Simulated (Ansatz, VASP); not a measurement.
**One calculation of TaN, two programs**

```xyz
4
Lattice="2.9218 0.0000 0.0000 -1.4609 2.5303 0.0000 0.0000 0.0000 5.9165" Properties=species:S:1:pos:R:3 pbc="T T T"
Ta    0.0000    0.0000    2.9583
Ta    0.0000    0.0000    0.0000
N     0.0000    1.6869    1.4791
N     1.4609    0.8434    4.4374
```

The cell comes from a database or a generator and needn't be the stable form of this composition.

Alike in both runs: task relaxation of cell and atoms; functional PBEsol; dispersion D3(BJ); k mesh 10 × 10 × 5; occupations fermi-dirac, width 0.05 eV; no spin polarisation.

```csv
,VASP,Ansatz
version,VASP 6.6.1,Ansatz 0.2.0
potentials or method,"VASP PAW PBE potentials, release 64 (Ta_pv, N)",Ansatz PAW
plane-wave cutoff (eV),600,420
valence electrons in the cell,32,36
```

Ansatz gave:

- gap on the k mesh at the Fermi level, each at its own relaxed structure (eV): none
- relaxed volume (Å³/atom): 10.38
- relaxed cell length with the largest relative difference (Å): 2.870
- energy change over the relaxation (meV/atom): -31

Problem. What did VASP give for the same quantities?

Solution. gap on the k mesh at the Fermi level, each at its own relaxed structure (eV): none; relaxed volume (Å³/atom): 10.40; relaxed cell length with the largest relative difference (Å): 2.871; energy change over the relaxation (meV/atom): -28.

A gap of «none» marks a metal or a gap that the smearing closes. The two sets of potentials don't hold the same shells in valence.

Caveats: pairwise dispersion overbinds metals, which lowers pressure and volume; the PAW data sets were made with another functional, which shifts forces and pressure a little (VASP); the plane-wave basis is chosen anew once the cell has moved, so the energies of steps on either side of that aren't comparable (Ansatz); the pressure holds a Pulay correction of +0.5 GPa for the finite cutoff (Ansatz); the PAW data sets come from PBE, with cores solved anew for the run's functional, which leaves a small shift of forces and pressure (Ansatz). Spin-orbit coupling is left out, which matters for the levels of Ta.
